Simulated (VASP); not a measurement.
# FeO (I4/mmm) in VASP: a series of runs

Runs on FeO. Level: PBE. Tasks: single point.

All numbers are computed with VASP 6.6.1; they aren't measurements. Logs are shortened: lines on timing, memory, paths and dates and some standing lists are left out, and cuts for length are marked.

**1. Starting point**

It takes space group I4/mmm (No. 139, tetragonal). Conventional cell: a = 3.204 Å, b = 3.204 Å, c = 4.167 Å, α = 90.00°, β = 90.00°, γ = 90.00°. Around Fe (site symmetry 4/mmm) lie 6 O at 2.08 to 2.27 Å. Around O (site symmetry 4/mmm) lie 6 Fe at 2.08 to 2.27 Å.

The cell comes from a database or a generator and needn't be the stable form of this composition.

**2. Single point, PBE, collinear spin, ferromagnetic start**

INCAR reads:

```
SYSTEM = FeO
PREC     = Accurate       ! precision mode
ENCUT    = 500            ! plane-wave cutoff, eV
EDIFF    = 1E-6           ! SCF threshold, eV
ISMEAR   = 0              ! smearing method
SIGMA    = 0.05           ! smearing width, eV
LREAL    = .FALSE.        ! projectors in reciprocal space
LASPH    = .TRUE.         ! aspherical terms in the spheres
NELM     = 100            ! most SCF steps
ALGO     = Normal         ! electronic algorithm
ISIF     = 2              ! what is computed and relaxed
LWAVE    = .FALSE.        ! write WAVECAR
LCHARG   = .FALSE.        ! write CHGCAR
ISPIN    = 2              ! spin polarisation
MAGMOM   = 3 0            ! initial moments
LORBIT   = 11             ! projections on sites
LMAXMIX  = 4              ! l up to which the mixer works
GGA      = PE             ! functional
ADDGRID  = .FALSE.
```

KPOINTS reads:

```
Automatic mesh
0
G
  5 5 5
  0 0 0
```

POSCAR reads:

```
FeO
1.0
   -1.6021034130      1.6021034130      2.0833922500
    1.6021034130     -1.6021034130      2.0833922500
    1.6021034130      1.6021034130     -2.0833922500
Fe O
1 1
Direct
    0.0000000000      0.0000000000      0.0000000000
    0.5000000000      0.5000000000      0.0000000000
```

Potentials or basis: VASP PAW PBE potentials, release 64 (Fe, O).

Started as:

```sh
$ cat potpaw_PBE.64/Fe/POTCAR potpaw_PBE.64/O/POTCAR > POTCAR
$ mpirun -np 1 vasp_std > vasp.out
```

OUTCAR:

```text
SYSTEM = FeO
   PREC = Accurate
   ENCUT = 500
   EDIFF = 1E-6
   ISMEAR = 0
   LREAL = .FALSE.
   LASPH = .TRUE.
   NELM = 100
   ISIF = 2
   ISPIN = 2
   LORBIT = 11
   GGA = PE

 Found     18 irreducible k-points:

 Following reciprocal coordinates:
            Coordinates               Weight
  0.000000  0.000000  0.000000      1.000000
  0.200000  0.000000 -0.000000      8.000000
  0.400000  0.000000 -0.000000      8.000000
  0.200000  0.200000 -0.000000      8.000000
  0.400000  0.200000 -0.000000     16.000000
 -0.400000  0.200000  0.000000     16.000000
   k-points           NKPTS =     18   k-points in BZ     NKDIM =     18   number of bands    NBANDS=     13
   number of dos      NEDOS =    301   number of ions     NIONS =      2
   total plane-waves  NPLWV =  13824
   dimension x,y,z NGX =    24 NGY =   24 NGZ =   24
   dimension x,y,z NGXF=    48 NGYF=   48 NGZF=   48
   ions per type =               1   1
   NGX,Y,Z   is equivalent  to a cutoff of  12.96, 12.96, 12.96 a.u.
   NGXF,Y,Z  is equivalent  to a cutoff of  25.93, 25.93, 25.93 a.u.
 SYSTEM =  FeO
   PREC   = accura    normal or accurate (medium, high low for compatibility)
   ISTART =      0    job   : 0-new  1-cont  2-samecut
   ICHARG =      2    charge: 1-file 2-atom 10-const
   ISPIN  =      2    spin polarized calculation?
   LNONCOLLINEAR =      F non collinear calculations
   LSORBIT =      F    spin-orbit coupling
   LASPH  =      T    aspherical Exc in radial PAW
   ENCUT  =  500.0 eV  36.75 Ry    6.06 a.u.   5.61  5.61  5.61*2*pi/ulx,y,z
   NELM   =    100;   NELMIN=  2; NELMDL= -5     # of ELM steps
   EDIFF  = 0.1E-05   stopping-criterion for ELM
   LREAL  =      F    real-space projection
   EDIFFG = 0.1E-04   stopping-criterion for IOM
   NSW    =      0    number of steps for IOM
   IBRION =     -1    ionic relax: 0-MD 1-quasi-New 2-CG
   NFREE  =      0    steps in history (QN), initial steepest desc. (CG)
   ISIF   =      2    stress and relaxation
   ISYM   =      2    0-nonsym 1-usesym 2-fastsym
   POTIM  = 0.5000    time-step for ionic-motion
   TEBEG  =    0.0;   TEEND  =   0.0 temperature during run
   PSTRESS=    0.0 pullay stress
   NELECT =      14.0000    total number of electrons
   NUPDOWN=      -1.0000    fix difference up-down
   EMIN   =  10.00;   EMAX   =-10.00  energy-range for DOS
   EFERMI =   0.00;   METHOD = LEGACY
   ISMEAR =     0;   SIGMA  =   0.05  broadening in eV -4-tet -1-fermi 0-gaus
   EFERMI_NEDOS =   21; number of points for ismear=-14 and -15
   IALGO  =     38    algorithm
   IMIX   =      4    mixing-type and parameters
     AMIX     =   0.40;   BMIX     =  1.00
     AMIX_MAG =   1.60;   BMIX_MAG =  1.00
  volume/ion in A,a.u.               =      10.70        72.17
  Fermi-wavevector in a.u.,A,eV,Ry     =   1.421391  2.686039 27.488551  2.020352
  Thomas-Fermi vector in A             =   2.542205
   LORBIT       =     11    0 simple, 1 ext, 2 COOP (PROOUT), +10 PAW based schemes
   GGA     = PE    functional components
   LHFCALC =     F    Hartree Fock is set to
   AEXX    =    0.0000 exact exchange contribution
   IVDW    =     0    specifies the selected vdW correction
   LEPSILON=     F    determine dielectric tensor
   LRPA    =     F    only Hartree local field effects (RPA)
 spin polarized calculation
 Gauss-broadening in eV      SIGMA  =   0.05
[... 34 lines left out ...]
      7       1.8898      1.00000
      8       1.9609      1.00000
      9       1.9609      1.00000
     10       5.3765      0.99983
     11      20.8185      0.00000
     12      22.0389      0.00000
     13      22.0390      0.00000
[... 66 lines left out ...]
  band No.  band energies     occupation
      1     -13.9556      1.00000
      2      -1.7109      1.00000
      3      -0.4309      1.00000
      4      -0.0186      1.00000
      5       1.7929      1.00000
      6       2.3772      1.00000
      7       2.7243      1.00000
      8       3.5108      1.00000
      9       3.9677      1.00000
     10       9.9664      0.00000
     11      14.3190      0.00000
     12      15.9510      0.00000
     13      19.3420      0.00000

 [... further k-points ...]

 spin component 2

 k-point     1 :       0.0000    0.0000    0.0000
  band No.  band energies     occupation
      1     -14.2240      1.00000
      2       2.2237      1.00000
      3       2.5477      1.00000
      4       2.5477      1.00000
      5       4.7630      1.00000
      6       4.7631      1.00000
      7       5.0138      1.00000
      8       5.2676      1.00000
      9       5.5931      0.00557
     10       6.6251      0.00000
     11      20.7694      0.00000
     12      22.8659      0.00000
     13      22.9453      0.00000
[... 66 lines left out ...]
  band No.  band energies     occupation
      1     -13.4025      1.00000
      2      -0.9202      1.00000
      3       0.7108      1.00000
      4       1.2474      1.00000
      5       4.7975      1.00000
      6       5.8200      0.00000
      7       5.9897      0.00000
      8       6.6496      0.00000
      9       7.2671      0.00000
     10      10.9047      0.00000
     11      15.3499      0.00000
     12      16.9151      0.00000
     13      20.2369      0.00000

 [... further k-points ...]

------------------------ aborting loop because EDIFF is reached ----------------------------------------

  FORCE on cell =-STRESS in cart. coord.  units (eV):
  Direction    XX          YY          ZZ          XY          YZ          ZX
  --------------------------------------------------------------------------------------
  -------------------------------------------------------------------------------------
  Total       -1.3957871     -1.3957871     -0.7074906      0.0000000      0.0000000      0.0000000
  in kB     -104.5484622   -104.5484622    -52.9930795      0.0000000      0.0000000      0.0000000
  external PRESSURE =     -87.3633346 kB  Pullay stress =       0.0000000 kB

 VOLUME and BASIS-vectors are now :
 -----------------------------------------------------------------------------
  energy-cutoff  :      500.00
  volume of cell :       21.39
      direct lattice vectors                 reciprocal lattice vectors
    -1.602103413  1.602103413  2.083392250     0.000000000  0.312089717  0.239993213
     1.602103413 -1.602103413  2.083392250     0.312089717  0.000000000  0.239993213
     1.602103413  1.602103413 -2.083392250     0.312089717  0.312089717  0.000000000

 POSITION                                       TOTAL-FORCE (eV/Angst)
 -----------------------------------------------------------------------------------
      0.00000      0.00000      0.00000         0.000000      0.000000     -0.000000
      0.00000      0.00000      2.08339        -0.000000     -0.000000      0.000000
 -----------------------------------------------------------------------------------
    total drift:                               -0.000000      0.000000     -0.000000

  FREE ENERGIE OF THE ION-ELECTRON SYSTEM (eV)
  ---------------------------------------------------
  free  energy   TOTEN  =       -14.8750492441 eV

  energy  without entropy=      -14.8743999621  energy(sigma->0) =      -14.87472460

 total charge

# of ion       s       p       d       tot
------------------------------------------
    1        0.281   0.326   6.047   6.654
    2        1.561   3.407   0.000   4.968
--------------------------------------------------
tot          1.842   3.733   6.047  11.622

 magnetization (x)

# of ion       s       p       d       tot
------------------------------------------
    1        0.032   0.019   3.575   3.626
    2        0.028   0.272   0.000   0.300
--------------------------------------------------
tot          0.060   0.291   3.575   3.926
```

OSZICAR:

```text
N       E                     dE             d eps       ncg     rms          rms(c)
DAV:   1     0.791661940957E+02    0.79166E+02   -0.68933E+03   960   0.118E+03
DAV:   2    -0.113885138989E+02   -0.90555E+02   -0.79318E+02  1011   0.251E+02
DAV:   3    -0.173771187141E+02   -0.59886E+01   -0.58431E+01  1091   0.751E+01
DAV:   4    -0.174461963298E+02   -0.69078E-01   -0.69046E-01  1006   0.795E+00
DAV:   5    -0.174469994829E+02   -0.80315E-03   -0.80315E-03  1096   0.905E-01    0.176E+01
DAV:   6    -0.158126933703E+02    0.16343E+01   -0.27459E+01  1146   0.810E+01    0.211E+01
DAV:   7    -0.149232641904E+02    0.88943E+00   -0.66205E+00  1165   0.541E+01    0.884E+00
DAV:   8    -0.149003619254E+02    0.22902E-01   -0.32014E-01  1165   0.765E+00    0.504E+00
DAV:   9    -0.148868919265E+02    0.13470E-01   -0.21356E-01  1390   0.865E+00    0.151E+00
DAV:  10    -0.148748990333E+02    0.11993E-01   -0.61574E-02  1365   0.547E+00    0.207E-01
DAV:  11    -0.148750403179E+02   -0.14128E-03   -0.71028E-03  1236   0.984E-01    0.822E-02
DAV:  12    -0.148750345951E+02    0.57228E-05   -0.14586E-04  1136   0.139E-01    0.560E-02
DAV:  13    -0.148750431865E+02   -0.85914E-05   -0.58918E-05  1302   0.975E-02    0.251E-02
DAV:  14    -0.148750493661E+02   -0.61796E-05   -0.90855E-06  1056   0.334E-02    0.110E-02
DAV:  15    -0.148750492441E+02    0.12199E-06   -0.21742E-06   728   0.159E-02
   1 F= -.14875049E+02 E0= -.14874725E+02  d E =-.649282E-03  mag=     4.0159
```

It took 10 s on 1 thread of Intel Xeon Platinum 8488C (Sapphire Rapids), shared host; peak memory 0.14 GiB.

The run converged, but some of its settings lie outside the range that counts as converged, so its numbers aren't taken as properties of the crystal.

What came out:

| Property | Result |
| --- | --- |
| Free energy | -14.8750 eV |
| Pressure | -8.7 GPa |
| Band gap on the k mesh | none (metal or under the smearing width) |
| Net moment | 4.02 μB per cell |
| Site moments | Fe +3.63; O +0.30 μB |
| Valence electrons inside the program's atomic spheres | Fe 6.65; O 4.97 |

Caveat: the k mesh is coarse (spacing up to 0.55 Å⁻¹), so the values aren't converged; a cell with one magnetic atom can't hold antiferromagnetic order, which such compounds often take; semilocal functionals often make such compounds metallic where correlation or magnetic order opens a gap, which also shifts bond lengths.

(Part 1 of 2 ends here.)
